FLEUR MaX-R8.1 (later development tree) all-electron FLAPW calculations with the PBE functional for zincblende SiC, without spin polarisation, using a 10×10×10 k mesh, Fermi-Dirac smearing of 0.05 eV and a plane-wave cutoff kmax of 5.7 bohr⁻¹. The cell is scaled evenly at fixed shape, and energies are counted from the minimum of the fitted equation of state.

| volume (Å³/atom) | energy (meV/atom) |
| --- | --- |
| 9.73 | 43.27 |
| 9.93 | 22.54 |
| 10.14 | 8.87 |
| 10.35 | 1.59 |
| 10.55 | 0.16 |
| 10.76 | 3.99 |
| 10.97 | 12.61 |

The table follows one silicon carbide crystal as its cell is enlarged step by step. Energies are per atom and counted from the lowest point of a smooth equation of state drawn through the seven rows. In this zincblende structure each atom sits at the centre of a tetrahedron of the other element, and symmetry keeps the bond angles fixed when the cell is scaled evenly. The Si–C distance therefore sets all the other distances, and the column of energies can be read as the cost of pressing or pulling one kind of bond, as long as one remembers that the forces between more distant atoms are included in that cost.

**From 9.73 to 10.14 Å³ per atom: the squeezed bond.** The energy drops steeply here, by about 21 meV in the first step and 14 meV in the second. Two tendencies compete in the bond. Electrostatic attraction and the sharing of electrons between silicon and carbon favour a short distance. Against this, electrons confined to less space gain kinetic energy, and the Pauli principle resists pushing the valence electrons into the closed inner shells. The table shows only the sum of these terms, but theory argues that the repulsive ones grow faster as the bond shortens, so that the bond stiffens as it is pressed.

How much it stiffens can be judged against an ideal spring, whose force is strictly proportional to its change of length. Let $V$ be the volume per atom and $d$ the Si–C distance, with $V_0$ and $d_0$ their values at the minimum, and let $B_0$ be the bulk modulus there, the resistance to even compression. Close to the minimum the energy is $E = B_0 (V-V_0)^2/(2V_0)$. Since volume goes as the cube of length, a small relative change in volume is three times that in bond length, which gives

$$E = \tfrac{9}{2}\,B_0 V_0\left(\frac{d}{d_0}-1\right)^2 .$$

The equation of state gives $B_0$ = 212 GPa and $V_0$ = 10.50 Å³, which makes the prefactor about 62.6 eV per atom. In the smallest cell the bond is 2.53 % shorter than at the minimum, so the spring stores $62.6 \times 0.0253^2 \approx 0.040$ eV, or 40 meV. The table has 43.27 meV, so the ideal spring falls short by about 7 % of the computed energy. That row helped to fix $B_0$ and $V_0$, so the rough agreement is no independent success; the shortfall is the informative part, because it shows a bond that resists compression more than a spring would.

**At 10.35: small energy, large stress.** This is the cell as it was supplied, and it lies only 1.59 meV above the minimum. It is nevertheless far from free of stress. Pressure is the downward slope of energy against volume, and between the two neighbouring rows the energy falls by 8.87 − 0.16 = 8.71 meV over about 0.41 Å³, which corresponds to roughly 3.4 GPa. Near a minimum the energy grows with the square of the displacement but the pressure grows in direct proportion to it, so a cell can look almost relaxed in energy and still push outwards strongly. Anyone computing stresses or elastic properties should therefore judge a cell by its pressure and not by its energy.

**At 10.55: close to the bottom, but not on it.** The lowest entry is 0.16 meV, not zero, because the minimum falls between this row and the one before. At the minimum itself the bond is 1.897 Å long, about 0.5 % longer than in the supplied cell. PBE is known to make many lattices slightly too large, and a cell taken from experiment will often be somewhat compressed by its standards. In these two rows the ideal spring agrees with the table to about a hundredth of a meV, as it must, since it was given the right curvature at the minimum.

**From 10.76 to 10.97: the stretched bond.** The energy now climbs, but more gently than a spring would have it. In the largest cell the spring predicts about 13.2 meV and the table has 12.61, so the spring is now too expensive by about 4 %. The same competition accounts for this. As the atoms move apart the repulsion fades, but by less with each further step, while the attraction that pulls them back also weakens, so the restoring force grows less than in proportion to the stretch. The spring thus errs in opposite directions at the two ends, as expected if the repulsion is the steeper of the two.

**The two ends compared.** A glance at the first and last rows exaggerates this lopsidedness. The energy at the small end is 3.4 times that at the large end, but the scan also reaches farther below the minimum than above it. For a perfectly symmetric parabola in volume, that uneven reach alone would give a ratio of 2.8. What remains is a factor of about 1.2, and this is the real asymmetry of the curve in volume. A smaller part of it is geometry, since an ideal spring in the bond length is not quite symmetric in volume either; the rest is the difference between squeezing and stretching the bond.

**What the bending of the curve tells.** The asymmetry appears more clearly in the stiffness than in the energy. The local bulk modulus is the volume times the curvature of the energy, $B = V\,\mathrm{d}^2E/\mathrm{d}V^2$, and any three neighbouring rows give an estimate of it at the middle one. It falls from 262 GPa around 9.93 Å³ to 193 GPa around 10.76 Å³, although the bond lengthens by only 2.7 % between them. The ideal spring, treated in the same way, softens only from 224 to 207 GPa, and it does so for reasons of geometry, as its force is spread over a larger area when the cell grows. Most of the softening therefore comes from the bond itself.

Over this range the modulus varies roughly as the inverse bond length to the power 11.5, so a bond 1 % shorter makes the crystal about 12 % stiffer. A small error in the lattice constant is thus magnified in the modulus. In the supplied cell, with its bond only half a per cent short, the local modulus is already some 6 to 7 % above the 212 GPa at the minimum. A computed stiffness should accordingly be quoted together with the volume at which it was obtained.

The same sensitivity matters when these values are set beside a measurement. The atoms here are held still, whereas in a real crystal zero-point and thermal motion normally enlarge the cell a little. A slightly longer bond is a softer one, so vibration should bring the modulus somewhat below the static value of the same functional. A measured modulus may still lie above the one computed here, because where PBE makes bonds too long it also tends to make them too soft.
